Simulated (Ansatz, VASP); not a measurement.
# One calculation of Pt, two programs

The input INCAR:

```
  PREC = Accurate
  ENCUT = 520
  EDIFF = 1E-6
  ISMEAR = -1
  SIGMA = 0.1
  LREAL = False
  LASPH = True
  NELM = 100
  ALGO = Normal
  ISIF = 2
  LWAVE = False
  LCHARG = True
  LELF = True
  LVHAR = True
  NBANDS = 22
```

Contents of KPOINTS:

```
Automatic mesh
0
Gamma
  9 9 13
```

Contents of POSCAR:

```
Pt
1.0
    4.3857584896      0.0000000000      0.0000000000
   -2.1928792448      3.7981782668      0.0000000000
    0.0000000000      0.0000000000      2.6129907440
Pt
3
Direct
    1.0000000000      1.0000000000      1.0000000000
    0.3333333333      0.6666666667      0.5000000000
    0.6666666667      0.3333333333      0.5000000000
```

Input for Ansatz:

```yaml
crystal:
  lattice:
    - [4.3857584896, 0.0, 0.0]
    - [-2.1928792448, 3.7981782668, 0.0]
    - [0.0, 0.0, 2.612990744]
  atoms:
    - { symbol: Pt, position: [1.0, 1.0, 1.0] }
    - { symbol: Pt, position: [0.3333333333, 0.6666666667, 0.5] }
    - { symbol: Pt, position: [0.6666666667, 0.3333333333, 0.5] }
hamiltonian:
  xc: lda
  pseudopotentials:
    kind: paw
    azcp:
      Pt: "pseudopotentials/Pt.paw.azcp"
basis:
  ecutwfc: 420
  fft_grid_basis: typed
kpoints:
  mp_grid: { grid: [9, 9, 13], shift: [0, 0, 0] }
magnetization:
  spin_polarized: false
scf:
  occupations: { method: fermi_dirac, width: 0.1 }
  lower_state_search: "off"
output:
  stress: true
```

Alike in both runs: task single point; functional LDA; k mesh 9 × 9 × 13; occupations fermi-dirac, width 0.1 eV; no spin polarisation.

|  | VASP | Ansatz |
| --- | --- | --- |
| version | VASP 6.6.1 | Ansatz 0.2.0 |
| potentials or method | VASP PAW LDA potentials, release 64 (Pt) | plane waves (420 eV) with PAW, scalar-relativistic |
| plane-wave cutoff (eV) | 520 | 420 |
| valence electrons in the cell | 30 | 54 |

```csv
,VASP,Ansatz,Ansatz less VASP
pressure (GPa),14.1,13.3,-0.80
largest component of the traceless stress (GPa),0.93,0.92,-0.016
```

The two sets of potentials don't hold the same shells in valence. Ansatz warned: «pseudo_functional_mismatch».

Spin-orbit coupling is left out, which matters for the levels of Pt.
